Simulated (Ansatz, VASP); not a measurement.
**MgB2: VASP beside Ansatz**

File INCAR:

```
SYSTEM = MgB2
PREC = Accurate
ENCUT = 520
EDIFF = 1E-8
ISMEAR = -1
SIGMA = 0.05
LREAL = .False.
LASPH = .True.
NELM = 100
ALGO = Normal
ISIF = 2
LWAVE = .False.
LCHARG = .False.
GGA = CA
LEFG = .True.
NBANDS = 11
```

Contents of KPOINTS:

```
Automatic mesh
0
Gamma
  15 15 12
  0 0 0
```

POSCAR

```
MgB2
1.0
    3.0642953789      0.0000000000      0.0000000000
   -1.5321476895      2.6537576429      0.0000000000
    0.0000000000      0.0000000000      3.4993549923
Mg B
1 2
Direct
    0.0000000000      0.0000000000      0.0000000000
    0.3333333333      0.6666666667      0.5000000000
    0.6666666667      0.3333333333      0.5000000000
```

Input for Ansatz:

```yaml
crystal:
  lattice:
    - [3.0642953789, 0.0, 0.0]
    - [-1.5321476895, 2.6537576429, 0.0]
    - [0.0, 0.0, 3.4993549923]
  atoms:
    - { symbol: Mg, position: [0.0, 0.0, 0.0] }
    - { symbol: B, position: [0.3333333333, 0.6666666667, 0.5] }
    - { symbol: B, position: [0.6666666667, 0.3333333333, 0.5] }
kpoints:
  mp_grid: { grid: [15, 15, 12] }
scf:
  occupations: { method: fermi_dirac, width: 0.05 }
hamiltonian:
  xc: lda
  pseudopotentials: { kind: all_electron, datasets: crystal }
output:
  forces: true
  stress: true
  eigenvalues: true
  efg: { contact_densities: true }
```

Change from the starting cell: volume scaled by 0.98, crystal datasets.

Alike in both runs: task electric field gradients; functional LDA; k mesh 15 × 15 × 12; occupations fermi-dirac, width 0.05 eV; no spin polarisation.

|  | VASP | Ansatz |
| --- | --- | --- |
| version | VASP 6.6.1 | Ansatz 0.2.0 |
| potentials or method | VASP PAW LDA potentials, release 64 (Mg, B) | all-electron PAW with datasets made for the crystal, scalar-relativistic |
| plane-wave cutoff (eV) | 520 | see its input |

```tsv
	VASP	Ansatz	Ansatz less VASP
pressure (GPa)	-5.3	-4.8	+0.59
largest component of the traceless stress (GPa)	0.85	0.96	+0.109
Vzz of the field gradient on the site that differs most (V/Å²)	-0.7	-2.8	-2.17
```

Ansatz ran all-electron here, so the differences hold the error of VASP's frozen core and of both bases.
